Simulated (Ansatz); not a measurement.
Co:

```
CELL_PARAMETERS angstrom
2.47056 0.00000 0.00000
-1.23528 2.13957 0.00000
0.00000 0.00000 8.08823
ATOMIC_POSITIONS crystal
Co 0.66667 0.33333 0.75000
Co 0.00000 0.00000 0.50000
Co 0.33333 0.66667 0.25000
Co 0.00000 0.00000 0.00000
```

* Program: Ansatz 0.2.0
* Task: relaxation of cell and atoms
* Functional: PBEsol
* Potentials or basis: Ansatz PAW
* Cutoff: 420 eV (not typed: the program's choice for these potentials)
* k mesh: 12 × 12 × 4
* Occupations: fermi-dirac, width 0.05 eV
* Spin: collinear spin, ferromagnetic start
* Starting moments: [2.0, 2.0, 2.0, 2.0] μB

At the start: volume 10.69 Å³/atom.

**Question.** How do energy, volume and symmetry change on relaxing?

**Answer.** It ends after 7 steps and the volume is 10.42 Å³/atom (-2.5 %); space group P6_3/mmc (No. 194, to 0.05 Å); moment 6.48 μB per cell.

The path:
| step | energy change (eV) | largest force (eV/Å) | volume (Å³) |
| --- | --- | --- | --- |
| 1 | 0.0000 | 0.0000 | 42.75 |
| 2 | -0.0193 | 0.0000 | 42.18 |
| 3 | -0.0257 | 0.0000 | 41.64 |
| 4 | -0.0257 | 0.0000 | 41.67 |
| 5 | -0.0245 | 0.0000 | 41.67 |
| 6 | -0.0246 | 0.0000 | 41.66 |
| 7 | -0.0245 | 0.0000 | 41.66 |

Final structure:
```cif
data_structure
_symmetry_space_group_name_H-M 'P 1'
_symmetry_Int_Tables_number 1
_cell_length_a 2.4597
_cell_length_b 2.4597
_cell_length_c 7.9519
_cell_angle_alpha 90.000
_cell_angle_beta 90.000
_cell_angle_gamma 120.000
_cell_volume 41.66
loop_
_atom_site_label
_atom_site_type_symbol
_atom_site_fract_x
_atom_site_fract_y
_atom_site_fract_z
_atom_site_occupancy
Co1 Co 0.66667 0.33333 0.75000 1
Co2 Co 0.00000 0.00000 0.50000 1
Co3 Co 0.33333 0.66667 0.25000 1
Co4 Co 0.00000 0.00000 0.00000 1
```

Caveat: the plane-wave basis is chosen anew once the cell has moved, so the energies of steps on either side of that aren't comparable; the PAW data sets come from PBE, with cores solved anew for the run's functional, which leaves a small shift of forces and pressure.
